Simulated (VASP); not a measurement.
# CdTe (F-43m) in VASP: notebook

CdTe is run at these levels: r2SCAN; tasks: single point.

Everything below comes from runs of VASP 6.6.1. Logs are shortened: lines on timing, memory, paths and dates and some standing lists are left out, and cuts for length are marked.

**Experimental background.**

From a printed reference work, data compilation, for a bulk crystal of CdTe at 0 K: band gap 1.607 eV.

How close the calculation comes is told below.

## 1. The cell of the first run

It takes space group F-43m (No. 216, cubic). The conventional cell has a = 6.556 Å, b = 6.556 Å, c = 6.556 Å, α = 90.00°, β = 90.00°, γ = 90.00°. Cd (site symmetry -43m) has 4 Te at 2.84 Å within 3.7 Å. Te (site symmetry -43m) has 4 Cd at 2.84 Å within 3.7 Å.

## 2. Single point, r2SCAN

File POSCAR:

```
CdTe
1.0
    0.0000000000      3.2778966132      3.2778966132
    3.2778966132      0.0000000000      3.2778966132
    3.2778966132      3.2778966132      0.0000000000
Cd Te
1 1
Direct
    0.0000000000      0.0000000000      0.0000000000
    0.7500000000      0.7500000000      0.7500000000
```

File INCAR.step1:

```
SYSTEM = CdTe
PREC     = Accurate       ! precision mode
ENCUT    = 520            ! plane-wave cutoff, eV
ISMEAR   = 0              ! smearing method
SIGMA    = 0.02           ! smearing width, eV
LREAL    = .False.        ! projectors in reciprocal space
LASPH    = .True.         ! aspherical terms in the spheres
NELM     = 100            ! most SCF steps
NBANDS   = 16             ! bands
GGA      = PE             ! functional
ALGO     = Normal         ! electronic algorithm
EDIFF    = 1E-4           ! SCF threshold, eV
LWAVE    = .True.         ! write WAVECAR
LCHARG   = .False.        ! write CHGCAR
```

File INCAR.step2:

```
SYSTEM = CdTe
PREC     = Accurate       ! precision mode
ENCUT    = 520            ! plane-wave cutoff, eV
EDIFF    = 1E-7           ! SCF threshold, eV
ISMEAR   = 0              ! smearing method
SIGMA    = 0.02           ! smearing width, eV
LREAL    = .False.        ! projectors in reciprocal space
LASPH    = .True.         ! aspherical terms in the spheres
NELM     = 100            ! most SCF steps
ALGO     = Normal         ! electronic algorithm
ISIF     = 2              ! what is computed and relaxed
LWAVE    = .False.        ! write WAVECAR
LCHARG   = .False.        ! write CHGCAR
METAGGA  = R2SCAN         ! meta-GGA
LMIXTAU  = .True.       
NBANDS   = 16             ! bands
ISTART   = 1
```

File KPOINTS:

```
Automatic mesh
0
Gamma
  8 8 8
  0 0 0
```

Potentials or basis: VASP PAW PBE potentials, release 64 (Cd, Te).

Started as:

```bash
> cat potpaw_PBE.64/Cd/POTCAR potpaw_PBE.64/Te/POTCAR > POTCAR
> cp INCAR.step1 INCAR
> mpirun -np 1 vasp_std > vasp.out
> cp INCAR.step2 INCAR
> mpirun -np 1 vasp_std > vasp.out
```

OUTCAR:

```text
SYSTEM = CdTe
   PREC = Accurate
   ENCUT = 520
   EDIFF = 1E-7
   ISMEAR = 0
   LREAL = .False.
   LASPH = .True.
   NELM = 100
   ISIF = 2
   METAGGA = R2SCAN
   ISTART = 1

 ion  position               nearest neighbor table
   1  0.000  0.000  0.000-   2 2.84   2 2.84   2 2.84   2 2.84
   2  0.750  0.750  0.750-   1 2.84   1 2.84   1 2.84   1 2.84

  LATTYP: Found a face centered cubic cell.
 ALAT       =     6.5557932264

  Lattice vectors:

 A1 = (   0.0000000000,   3.2778966132,   3.2778966132)
 A2 = (   3.2778966132,   0.0000000000,   3.2778966132)
 A3 = (   3.2778966132,   3.2778966132,   0.0000000000)

Analysis of symmetry for initial positions (statically):
=====================================================================
 Subroutine PRICEL returns:
 Original cell was already a primitive cell.

 Routine SETGRP: Setting up the symmetry group for a
 face centered cubic supercell.

 Subroutine GETGRP returns: Found 24 space group operations
 (whereof 24 operations were pure point group operations)
 out of a pool of 48 trial point group operations.

The static configuration has the point symmetry T_d .

Analysis of symmetry for dynamics (positions and initial velocities):
=====================================================================
 Subroutine PRICEL returns:
 Original cell was already a primitive cell.

 Routine SETGRP: Setting up the symmetry group for a
 face centered cubic supercell.

 Subroutine GETGRP returns: Found 24 space group operations
 (whereof 24 operations were pure point group operations)
 out of a pool of 48 trial point group operations.

The dynamic configuration has the point symmetry T_d .

 Subroutine INISYM returns: Found 24 space group operations
 (whereof 24 operations are pure point group operations),
 and found     1 'primitive' translations

----------------------------------------------------------------------------------------

                                     Primitive cell

  volume of cell :      70.4394

  direct lattice vectors                    reciprocal lattice vectors
     0.000000000  3.277896613  3.277896613    -0.152536843  0.152536843  0.152536843
     3.277896613  0.000000000  3.277896613     0.152536843 -0.152536843  0.152536843
     3.277896613  3.277896613  0.000000000     0.152536843  0.152536843 -0.152536843

  length of vectors
     4.635645846  4.635645846  4.635645846     0.264201562  0.264201562  0.264201562

  position of ions in fractional coordinates (direct lattice)
     0.000000000  0.000000000  0.000000000
     0.750000000  0.750000000  0.750000000

  ion indices of the primitive-cell ions
   primitive index   ion index
                 1           1
                 2           2

----------------------------------------------------------------------------------------

 KPOINTS: Automatic mesh

Automatic generation of k-mesh.
 Grid dimensions read from file:
 generate k-points for:    8    8    8

 Generating k-lattice:

  Cartesian coordinates                     Fractional coordinates (reciprocal lattice)
    -0.019067105  0.019067105  0.019067105     0.125000000  0.000000000  0.000000000
     0.019067105 -0.019067105  0.019067105     0.000000000  0.125000000  0.000000000
     0.019067105  0.019067105 -0.019067105     0.000000000  0.000000000  0.125000000

  Length of vectors
     0.033025195  0.033025195  0.033025195

  Shift w.r.t. Gamma in fractional coordinates (k-lattice)
     0.000000000  0.000000000  0.000000000

 Subroutine IBZKPT returns following result:
 ===========================================

 Found     29 irreducible k-points:

 Following reciprocal coordinates:
            Coordinates               Weight
  0.000000  0.000000  0.000000      1.000000
  0.125000  0.000000  0.000000      8.000000
  0.250000  0.000000  0.000000      8.000000
  0.375000  0.000000  0.000000      8.000000
  0.500000  0.000000  0.000000      4.000000
  0.125000  0.125000  0.000000      6.000000
[... 16 lines left out ...]
  0.500000  0.250000  0.125000     48.000000
 -0.375000  0.250000  0.125000     24.000000
 [... further k-points ...]
   k-points           NKPTS =     29   k-points in BZ     NKDIM =     29   number of bands    NBANDS=     16
   number of dos      NEDOS =    301   number of ions     NIONS =      2
   total plane-waves  NPLWV =  46656
   dimension x,y,z NGX =    36 NGY =   36 NGZ =   36
   dimension x,y,z NGXF=    72 NGYF=   72 NGZF=   72
   ions per type =               1   1
   NGX,Y,Z   is equivalent  to a cutoff of  12.91, 12.91, 12.91 a.u.
   NGXF,Y,Z  is equivalent  to a cutoff of  25.82, 25.82, 25.82 a.u.
 SYSTEM =  CdTe
   PREC   = accura    normal or accurate (medium, high low for compatibility)
   ISTART =      1    job   : 0-new  1-cont  2-samecut
   ICHARG =      0    charge: 1-file 2-atom 10-const
   ISPIN  =      1    spin polarized calculation?
   LNONCOLLINEAR =      F non collinear calculations
   LSORBIT =      F    spin-orbit coupling
   LASPH  =      T    aspherical Exc in radial PAW
   ENCUT  =  520.0 eV  38.22 Ry    6.18 a.u.   8.62  8.62  8.62*2*pi/ulx,y,z
   NELM   =    100;   NELMIN=  2; NELMDL=  0     # of ELM steps
   EDIFF  = 0.1E-06   stopping-criterion for ELM
   LREAL  =      F    real-space projection
   EDIFFG = 0.1E-05   stopping-criterion for IOM
   NSW    =      0    number of steps for IOM
   IBRION =     -1    ionic relax: 0-MD 1-quasi-New 2-CG
   NFREE  =      0    steps in history (QN), initial steepest desc. (CG)
   ISIF   =      2    stress and relaxation
   ISYM   =      2    0-nonsym 1-usesym 2-fastsym
   POTIM  = 0.5000    time-step for ionic-motion
   TEBEG  =    0.0;   TEEND  =   0.0 temperature during run
   PSTRESS=    0.0 pullay stress
   NELECT =      18.0000    total number of electrons
   NUPDOWN=      -1.0000    fix difference up-down
   EMIN   =  10.00;   EMAX   =-10.00  energy-range for DOS
   EFERMI =   0.00;   METHOD = LEGACY
   ISMEAR =     0;   SIGMA  =   0.02  broadening in eV -4-tet -1-fermi 0-gaus
   EFERMI_NEDOS =   21; number of points for ismear=-14 and -15
   IALGO  =     38    algorithm
   IMIX   =      4    mixing-type and parameters
     AMIX     =   0.40;   BMIX     =  1.00
     AMIX_MAG =   1.60;   BMIX_MAG =  1.00
  volume/ion in A,a.u.               =      35.22       237.67
  Fermi-wavevector in a.u.,A,eV,Ry     =   1.038868  1.963176 14.684046  1.079247
  Thomas-Fermi vector in A             =   2.173372
   LORBIT       =      0    0 simple, 1 ext, 2 COOP (PROOUT), +10 PAW based schemes
   METAGGA = R2SCAN    functional components
   LHFCALC =     F    Hartree Fock is set to
   AEXX    =    0.0000 exact exchange contribution
   IVDW    =     0    specifies the selected vdW correction
   LEPSILON=     F    determine dielectric tensor
   LRPA    =     F    only Hartree local field effects (RPA)
 non-spin polarized calculation
 Gauss-broadening in eV      SIGMA  =   0.02
  energy-cutoff  :      520.00
  volume of cell :       70.44
 maximum number of plane-waves:      1924
 NGX is ok and might be reduce to    36
   NGX = 17   NGY = 17   NGZ = 17

 number of electron      18.0000005 magnetization

 Free energy of the ion-electron system (eV)
  ---------------------------------------------------
  ext. energy  EPLUGINS =         0.00000000
  ---------------------------------------------------
  free energy    TOTEN  =       -46.64516994 eV

  energy without entropy =      -46.64516994  energy(sigma->0) =      -46.64516994

 E-fermi :   1.9353     XC(G=0):  -8.9449

 val. band max:        1.7917321841   @ k =   0.0000   0.0000   0.0000
 cond. band min:       2.9519566920   @ k =   0.0000   0.0000   0.0000
 fundamental gap:      1.1602245079
 Fermi energy:         1.9353117913

 k-point     1 :       0.0000    0.0000    0.0000
  band No.  band energies     occupation
      1      -9.5369      2.00000
      2      -6.6576      2.00000
      3      -6.6576      2.00000
      4      -6.6576      2.00000
      5      -6.3995      2.00000
      6      -6.3995      2.00000
[... 8 lines left out ...]
     15      11.5624      0.00000
     16      11.5624      0.00000

 k-point     2 :       0.1250    0.0000    0.0000
  band No.  band energies     occupation
      1      -9.4812      2.00000
      2      -6.6470      2.00000
      3      -6.6470      2.00000
      4      -6.6097      2.00000
      5      -6.4002      2.00000
      6      -6.4002      2.00000
[... 8 lines left out ...]
     15      10.8679      0.00000
     16      10.8679      0.00000

 k-point     3 :       0.2500    0.0000    0.0000
  band No.  band energies     occupation
      1      -9.3466      2.00000
      2      -6.6231      2.00000
      3      -6.6231      2.00000
      4      -6.4531      2.00000
      5      -6.3996      2.00000
      6      -6.3996      2.00000
[... 8 lines left out ...]
     15      10.6678      0.00000
     16      10.6678      0.00000

 k-point     4 :       0.3750    0.0000    0.0000
  band No.  band energies     occupation
      1      -9.2141      2.00000
      2      -6.6027      2.00000
      3      -6.6027      2.00000
      4      -6.3948      2.00000
      5      -6.3948      2.00000
      6      -6.2039      2.00000
[... 8 lines left out ...]
     15      11.5005      0.00000
     16      11.5005      0.00000
[... 324 lines left out ...]
 k-point    22 :       0.3750    0.2500    0.1250
  band No.  band energies     occupation
      1      -9.2486      2.00000
      2      -6.5959      2.00000
      3      -6.5840      2.00000
      4      -6.4417      2.00000
      5      -6.3900      2.00000
      6      -6.3089      2.00000
[... 8 lines left out ...]
     15      12.0656      0.00000
     16      12.6907      0.00000

 k-point    23 :       0.5000    0.2500    0.1250
  band No.  band energies     occupation
      1      -9.1454      2.00000
      2      -6.5759      2.00000
      3      -6.5665      2.00000
      4      -6.4241      2.00000
      5      -6.3899      2.00000
      6      -6.0895      2.00000
[... 8 lines left out ...]
     15      12.2714      0.00000
     16      12.9579      0.00000

 k-point    24 :      -0.3750    0.2500    0.1250
  band No.  band energies     occupation
      1      -9.1039      2.00000
      2      -6.5698      2.00000
      3      -6.5599      2.00000
      4      -6.4135      2.00000
      5      -6.3939      2.00000
      6      -5.9601      2.00000
[... 8 lines left out ...]
     15      12.3586      0.00000
     16      12.9292      0.00000

 [... further k-points ...]
[... 5 lines left out ...]
  --------------------------------------------------------------------------------------
  -------------------------------------------------------------------------------------
  Total        0.0590217      0.0590217      0.0590217     -0.0000000      0.0000000     -0.0000000
  in kB        1.3424768      1.3424768      1.3424768     -0.0000000      0.0000000     -0.0000000
  external PRESSURE =       1.3424768 kB  Pullay stress =       0.0000000 kB

 VOLUME and BASIS-vectors are now :
 -----------------------------------------------------------------------------
  energy-cutoff  :      520.00
  volume of cell :       70.44
      direct lattice vectors                 reciprocal lattice vectors
     0.000000000  3.277896613  3.277896613    -0.152536843  0.152536843  0.152536843
     3.277896613  0.000000000  3.277896613     0.152536843 -0.152536843  0.152536843
     3.277896613  3.277896613  0.000000000     0.152536843  0.152536843 -0.152536843

 POSITION                                       TOTAL-FORCE (eV/Angst)
 -----------------------------------------------------------------------------------
      0.00000      0.00000      0.00000         0.000000      0.000000      0.000000
      4.91684      4.91684      4.91684        -0.000000     -0.000000     -0.000000
 -----------------------------------------------------------------------------------
    total drift:                                0.000001      0.000001      0.000001

  FREE ENERGIE OF THE ION-ELECTRON SYSTEM (eV)
  ---------------------------------------------------
  free  energy   TOTEN  =       -46.6451699393 eV

  energy  without entropy=      -46.6451699393  energy(sigma->0) =      -46.64516994
```

Run time: 2.1 min. Hardware: 1 thread of Intel Xeon Platinum 8259CL at 2.50GHz (Skylake/Cascade Lake), shared host; peak memory 0.23 GiB.

Results:

```
Free energy            : -46.6452 eV
Pressure               : 0.1 GPa
Band gap on the k mesh : 1.16 eV, direct
```

Caveat: the PAW data sets were made with another functional, which shifts forces and pressure a little; spin-orbit coupling is left out, which moves the levels of the heavy elements.

## 3. Single point, r2SCAN (volume scaled by 0.94)

File POSCAR:

```
CdTe
1.0
    0.0000000000      3.2109819927      3.2109819927
    3.2109819927      0.0000000000      3.2109819927
    3.2109819927      3.2109819927      0.0000000000
Cd Te
1 1
Direct
    0.0000000000      0.0000000000      0.0000000000
    0.2500000000      0.2500000000      0.2500000000
```

File INCAR.step1:

```
SYSTEM = CdTe
PREC = Accurate
ENCUT = 520
ISMEAR = 0
SIGMA = 0.02
LREAL = .FALSE.
LASPH = .TRUE.
NELM = 60
NBANDS = 16
GGA = PE
ALGO = Normal
EDIFF = 1E-4
LWAVE = .TRUE.
LCHARG = .FALSE.
```

File INCAR.step2:

```
SYSTEM = CdTe
PREC = Accurate
ENCUT = 520
EDIFF = 1E-6
ISMEAR = 0
SIGMA = 0.02
LREAL = .FALSE.
LASPH = .TRUE.
NELM = 60
ALGO = Normal
ISIF = 2
LWAVE = .FALSE.
LCHARG = .TRUE.
METAGGA = R2SCAN
LMIXTAU = .TRUE.
LELF = .TRUE.
LVHAR = .TRUE.
NBANDS = 16
ISTART = 1
```

File KPOINTS:

```
regular mesh
0
G
  8 8 8
  0 0 0
```

Potentials or basis: VASP PAW PBE potentials, release 64 (Cd, Te).

Started as:

```bash
> cat potpaw_PBE.64/Cd/POTCAR potpaw_PBE.64/Te/POTCAR > POTCAR
> cp INCAR.step1 INCAR
> mpirun -np 1 vasp_std > vasp.out
> cp INCAR.step2 INCAR
> mpirun -np 1 vasp_std > vasp.out
```

OUTCAR:

```text
SYSTEM = CdTe
   PREC = Accurate
   ENCUT = 520
   EDIFF = 1E-6
   ISMEAR = 0
   LREAL = .FALSE.
   LASPH = .TRUE.
   NELM = 60
   ISIF = 2
   METAGGA = R2SCAN
   ISTART = 1

 ion  position               nearest neighbor table
   1  0.000  0.000  0.000-   2 2.78   2 2.78   2 2.78   2 2.78
   2  0.250  0.250  0.250-   1 2.78   1 2.78   1 2.78   1 2.78

  LATTYP: Found a face centered cubic cell.
 ALAT       =     6.4219639854

  Lattice vectors:

 A1 = (   0.0000000000,   3.2109819927,   3.2109819927)
 A2 = (   3.2109819927,   0.0000000000,   3.2109819927)
 A3 = (   3.2109819927,   3.2109819927,   0.0000000000)
[... 626 lines left out ...]
      5      -5.9876      2.00000
      6      -5.4877      2.00000
[... 8 lines left out ...]
     15      13.0361      0.00000
     16      13.7082      0.00000

 [... further k-points ...]
[... 5 lines left out ...]
  --------------------------------------------------------------------------------------
  -------------------------------------------------------------------------------------
  Total        1.2678110      1.2678110      1.2678110     -0.0000000      0.0000000     -0.0000000
  in kB       30.6776080     30.6776080     30.6776080     -0.0000000      0.0000000     -0.0000000
  external PRESSURE =      30.6776080 kB  Pullay stress =       0.0000000 kB

 VOLUME and BASIS-vectors are now :
 -----------------------------------------------------------------------------
  energy-cutoff  :      520.00
  volume of cell :       66.21
      direct lattice vectors                 reciprocal lattice vectors
     0.000000000  3.210981993  3.210981993    -0.155715604  0.155715604  0.155715604
     3.210981993  0.000000000  3.210981993     0.155715604 -0.155715604  0.155715604
     3.210981993  3.210981993  0.000000000     0.155715604  0.155715604 -0.155715604

 POSITION                                       TOTAL-FORCE (eV/Angst)
 -----------------------------------------------------------------------------------
      0.00000      0.00000      0.00000         0.000000      0.000000     -0.000000
      1.60549      1.60549      1.60549        -0.000000     -0.000000      0.000000
 -----------------------------------------------------------------------------------
    total drift:                               -0.000002     -0.000002     -0.000002

  FREE ENERGIE OF THE ION-ELECTRON SYSTEM (eV)
  ---------------------------------------------------
  free  energy   TOTEN  =       -46.6050889491 eV

  energy  without entropy=      -46.6050889491  energy(sigma->0) =      -46.60508895
```

OSZICAR.step1:

```text
N       E                     dE             d eps       ncg     rms          rms(c)
DAV:   1     0.100569855679E+03    0.10057E+03   -0.82932E+03   928   0.980E+02
DAV:   2    -0.138618592900E+01   -0.10196E+03   -0.97000E+02  1128   0.237E+02
DAV:   3    -0.493130721013E+01   -0.35451E+01   -0.35400E+01  1104   0.456E+01
DAV:   4    -0.496423464364E+01   -0.32927E-01   -0.32926E-01  1384   0.389E+00
DAV:   5    -0.496430141190E+01   -0.66768E-04   -0.66768E-04  1184   0.171E-01    0.596E+00
DAV:   6    -0.475099973687E+01    0.21330E+00   -0.36934E-01  1104   0.750E+00    0.480E+00
DAV:   7    -0.473526999468E+01    0.15730E-01   -0.11177E-01  1088   0.218E+00    0.179E+00
DAV:   8    -0.473610624335E+01   -0.83625E-03   -0.11391E-02  1016   0.123E+00    0.488E-01
DAV:   9    -0.473640312342E+01   -0.29688E-03   -0.95724E-04  1072   0.336E-01    0.119E-01
DAV:  10    -0.473645938659E+01   -0.56263E-04   -0.10689E-04   904   0.102E-01
   1 F= -.47364594E+01 E0= -.47364594E+01  d E =-.393574E-15
```

Wall time 79 s (1 thread of Intel Xeon Platinum 8488C (Sapphire Rapids), shared host); peak memory 0.23 GiB.

Results:

```
Free energy            : -46.6051 eV
Pressure               : 3.1 GPa
Band gap on the k mesh : 1.36 eV, direct
```

Levels at points of the mesh, in eV from the valence-band top:
```tsv
k point	band 7	band 8	band 9	band 10	band 11	band 12
(0.00, 0.00, 0.00)	0.00	0.00	0.00	1.36	5.01	5.01
(0.50, 0.00, 0.00)	-4.67	-0.83	-0.83	2.27	5.57	5.57
(0.50, 0.50, 0.00)	-4.50	-2.01	-2.01	2.82	2.98	9.64
```

Caveat: the PAW data sets were made with another functional, which shifts forces and pressure a little; spin-orbit coupling is left out, which moves the levels of the heavy elements.

## 4. Against experiment

Step 2. A measured gap of CdTe is 1.607 eV (0 K; a printed reference work, data compilation); the calculated 1.16 eV misses it by -0.45 eV. Spin-orbit coupling on Cd, Te is left out. The value is that of r2SCAN, without temperature or zero-point motion.
